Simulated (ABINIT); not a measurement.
CaO:

```
CELL_PARAMETERS angstrom
0.00000 2.40356 2.40356
2.40356 0.00000 2.40356
2.40356 2.40356 0.00000
ATOMIC_POSITIONS crystal
Ca 0.00000 0.00000 0.00000
O 0.50000 0.50000 0.50000
```

The cell is a database's computed one.

Base run:

| Item | Value |
| --- | --- |
| Program | ABINIT 10.8.3 (patched build) |
| Functional | LDA |
| Potentials or basis | JTH PAW LDA v2.0 |
| Cutoff | 626 eV |
| k mesh | 10 × 10 × 10 |
| Occupations | fermi-dirac, width 0.05 eV |
| Spin | no spin polarisation |

Its results: band gap on the k mesh 3.48 eV, indirect (least direct gap 3.86 eV); pressure -7.1 GPa.

Q: After a change of settings the same cell gave: band gap on the k mesh 3.56 eV, indirect (least direct gap 3.94 eV); pressure -3.0 GPa. Which change was it?
A. k mesh from 10 × 10 × 10 to 13 × 13 × 13
B. functional from LDA to PBEsol; potentials or basis from JTH PAW LDA v2.0 to PseudoDojo NC SR PBEsol v0.4.1 standard; cutoff from 626 eV to 1143 eV
C. functional from LDA to PBE; potentials or basis from JTH PAW LDA v2.0 to PseudoDojo NC SR PBE v0.5 standard; cutoff from 626 eV to 1143 eV

A: B.
